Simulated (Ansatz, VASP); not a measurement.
# Two plane-wave programs on Rb

```xyz
2
Lattice="5.0882 0.0000 0.0000 -2.5441 4.4065 0.0000 0.0000 0.0000 8.4421" Properties=species:S:1:pos:R:3 pbc="T T T"
Rb    0.0000    2.9377    2.1105
Rb    2.5441    1.4688    6.3315
```

This isn't the form of Rb at room conditions, which is bcc.

Alike in both runs: task single point; functional PBE; k mesh 9 × 9 × 4; occupations gaussian, width 0.05 eV; no spin polarisation.

|  | VASP | Ansatz |
| --- | --- | --- |
| version | VASP 6.6.1 | Ansatz 0.2.0 |
| potentials or method | VASP PAW PBE potentials, release 64 (Rb_sv) | scalar-relativistic, plane waves, PAW |
| plane-wave cutoff (eV) | 520 | 420 |
| valence electrons in the cell | 18 | 18 |

|  | VASP | Ansatz | Ansatz less VASP |
| --- | --- | --- | --- |
| gap on the k mesh at the Fermi level (eV) | none | none | - |
| pressure (GPa) | -0.1 | -0.1 | 0.00 |

A gap of «none» marks a metal or a gap that the smearing closes. The functional is the same, so the differences come from potentials, cutoffs and numerics.
